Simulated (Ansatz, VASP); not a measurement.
**Two plane-wave programs on Ru**

```
Ru
1.0
     2.35552   -1.36088   -0.04099
     2.35552    1.36088   -0.04099
    -1.42180    0.00000    8.65775
Ru
4
Direct
  0.87392 0.87392 0.12218
  0.12608 0.12608 0.87782
  0.70925 0.70925 0.62800
  0.29075 0.29075 0.37200
```

Alike in both runs: functional PBE; k mesh 6 × 6 × 4; occupations gaussian, width 0.1 eV; no spin polarisation.

Ansatz relaxed the structure, and its values are those at the end. VASP's run is a single point on that final structure, the one shown.

```csv
,VASP,Ansatz
version,VASP 6.6.1,Ansatz 0.2.0
potentials or method,"VASP PAW PBE potentials, release 64 (Ru_pv)","scalar-relativistic, plane waves, PAW"
plane-wave cutoff (eV),520,420
valence electrons in the cell,56,64
```

```tsv
	VASP	Ansatz	Ansatz less VASP
gap on the k mesh at the Fermi level (eV)	none	none	-
pressure (GPa)	-0.1	0.0	+0.08
```

A gap of «none» marks a metal or a gap that the smearing closes. The two sets of potentials don't hold the same shells in valence.

Caveats: the k mesh is coarse (spacing up to 0.45 Å⁻¹), so the values aren't converged.
